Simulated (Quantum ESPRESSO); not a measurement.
Wanted: the native input for a Quantum ESPRESSO 7.5 run.

| Property | Result |
| --- | --- |
| Task | band structure |
| Functional | LDA |
| Potentials or basis | PseudoDojo 0.4.1 SR LDA standard |
| Cutoff | 789 eV |
| Density cutoff | 3157 eV |
| k mesh | 10 × 10 × 10 |
| Occupations | fermi-dirac, width 0.05 eV |
| Spin | no spin polarisation |
| Form of the LDA correlation | PW92 |
| Mixing beta | 0.5 |
| Most SCF iterations | 120 |
| SCF threshold | 2e-10 Ry |

The system is Hf.

```
Hf
1.0
    -1.80500    1.80500    1.80500
     1.80500   -1.80500    1.80500
     1.80500    1.80500   -1.80500
Hf
1
Direct
  0.00000 0.00000 0.00000
```

This isn't the form of Hf at room conditions, which is hcp.

The input as run:

pw.in

```
&CONTROL
  calculation = 'scf'
  prefix = 'pwscf'
  outdir = './tmp'
  pseudo_dir = './pseudo'
  tprnfor = .true.
  tstress = .true.
  disk_io = 'low'
/
&SYSTEM
  ibrav = 0
  nat = 1
  ntyp = 1
  ecutwfc = 58
  nbnd = 12
  occupations = 'smearing'
  smearing = 'fd'
  degauss = 0.00367493
/
&ELECTRONS
  conv_thr = 2d-10
  electron_maxstep = 120
  mixing_beta = 0.5
/
ATOMIC_SPECIES
Hf   178.4900 Hf.upf
CELL_PARAMETERS bohr
  -3.4109556549    3.4109556549    3.4109556549
   3.4109556549   -3.4109556549    3.4109556549
   3.4109556549    3.4109556549   -3.4109556549
ATOMIC_POSITIONS bohr
Hf     0.0000000000    0.0000000000    0.0000000000
K_POINTS automatic
10 10 10 0 0 0
```

bands.in

```
&CONTROL
  calculation = 'bands'
  prefix = 'pwscf'
  outdir = './tmp'
  pseudo_dir = './pseudo'
  disk_io = 'low'
  verbosity = 'high'
/
&SYSTEM
  ibrav = 0
  nat = 1
  ntyp = 1
  ecutwfc = 58
  nbnd = 12
  occupations = 'smearing'
  smearing = 'fd'
  degauss = 0.00367493
/
&ELECTRONS
  conv_thr = 1d-08
  electron_maxstep = 120
  mixing_beta = 0.5
  diago_full_acc = .true.
/
ATOMIC_SPECIES
Hf   178.4900 Hf.upf
CELL_PARAMETERS bohr
  -3.4109556549    3.4109556549    3.4109556549
   3.4109556549   -3.4109556549    3.4109556549
   3.4109556549    3.4109556549   -3.4109556549
ATOMIC_POSITIONS bohr
Hf     0.0000000000    0.0000000000    0.0000000000
K_POINTS crystal
60
 0.0000000000  0.0000000000  0.0000000000 1
 0.0416666667 -0.0416666667  0.0416666667 1
 0.0833333333 -0.0833333333  0.0833333333 1
 0.1250000000 -0.1250000000  0.1250000000 1
 0.1666666667 -0.1666666667  0.1666666667 1
 0.2083333333 -0.2083333333  0.2083333333 1
 0.2500000000 -0.2500000000  0.2500000000 1
 0.2916666667 -0.2916666667  0.2916666667 1
 0.3333333333 -0.3333333333  0.3333333333 1
 0.3750000000 -0.3750000000  0.3750000000 1
 0.4166666667 -0.4166666667  0.4166666667 1
 0.4583333333 -0.4583333333  0.4583333333 1
 0.5000000000 -0.5000000000  0.5000000000 1
 0.4375000000 -0.4375000000  0.5000000000 1
 0.3750000000 -0.3750000000  0.5000000000 1
 0.3125000000 -0.3125000000  0.5000000000 1
 0.2500000000 -0.2500000000  0.5000000000 1
 0.1875000000 -0.1875000000  0.5000000000 1
 0.1250000000 -0.1250000000  0.5000000000 1
 0.0625000000 -0.0625000000  0.5000000000 1
 0.0000000000  0.0000000000  0.5000000000 1
 0.0000000000  0.0000000000  0.4444444444 1
 0.0000000000  0.0000000000  0.3888888889 1
 0.0000000000  0.0000000000  0.3333333333 1
 0.0000000000  0.0000000000  0.2777777778 1
 0.0000000000  0.0000000000  0.2222222222 1
 0.0000000000  0.0000000000  0.1666666667 1
 0.0000000000  0.0000000000  0.1111111111 1
 0.0000000000  0.0000000000  0.0555555556 1
 0.0000000000  0.0000000000  0.0000000000 1
 0.0227272727  0.0227272727  0.0227272727 1
 0.0454545455  0.0454545455  0.0454545455 1
 0.0681818182  0.0681818182  0.0681818182 1
 0.0909090909  0.0909090909  0.0909090909 1
 0.1136363636  0.1136363636  0.1136363636 1
 0.1363636364  0.1363636364  0.1363636364 1
 0.1590909091  0.1590909091  0.1590909091 1
 0.1818181818  0.1818181818  0.1818181818 1
 0.2045454545  0.2045454545  0.2045454545 1
 0.2272727273  0.2272727273  0.2272727273 1
 0.2500000000  0.2500000000  0.2500000000 1
 0.2708333333  0.1875000000  0.2708333333 1
 0.2916666667  0.1250000000  0.2916666667 1
 0.3125000000  0.0625000000  0.3125000000 1
 0.3333333333  0.0000000000  0.3333333333 1
 0.3541666667 -0.0625000000  0.3541666667 1
 0.3750000000 -0.1250000000  0.3750000000 1
 0.3958333333 -0.1875000000  0.3958333333 1
 0.4166666667 -0.2500000000  0.4166666667 1
 0.4375000000 -0.3125000000  0.4375000000 1
 0.4583333333 -0.3750000000  0.4583333333 1
 0.4791666667 -0.4375000000  0.4791666667 1
 0.5000000000 -0.5000000000  0.5000000000 1
 0.2500000000  0.2500000000  0.2500000000 1
 0.2083333333  0.2083333333  0.2916666667 1
 0.1666666667  0.1666666667  0.3333333333 1
 0.1250000000  0.1250000000  0.3750000000 1
 0.0833333333  0.0833333333  0.4166666667 1
 0.0416666667  0.0416666667  0.4583333333 1
 0.0000000000  0.0000000000  0.5000000000 1
```

Potentials or basis: PseudoDojo 0.4.1 SR LDA standard.

The run is started by

```bash
$ OMP_NUM_THREADS=1 pw.x -in pw.in > pw.out
$ OMP_NUM_THREADS=1 pw.x -in bands.in > bands.out
```

Results of the run:

The pressure is -13.5 GPa. The band gap on the k mesh is none (metal or under the smearing width).

Caveat: spin-orbit coupling is left out, which moves the levels of the heavy elements.

It took 8.8 s on 1 thread of AMD EPYC 9R14 (Zen 4), on a shared host, peak memory 0.09 GiB.
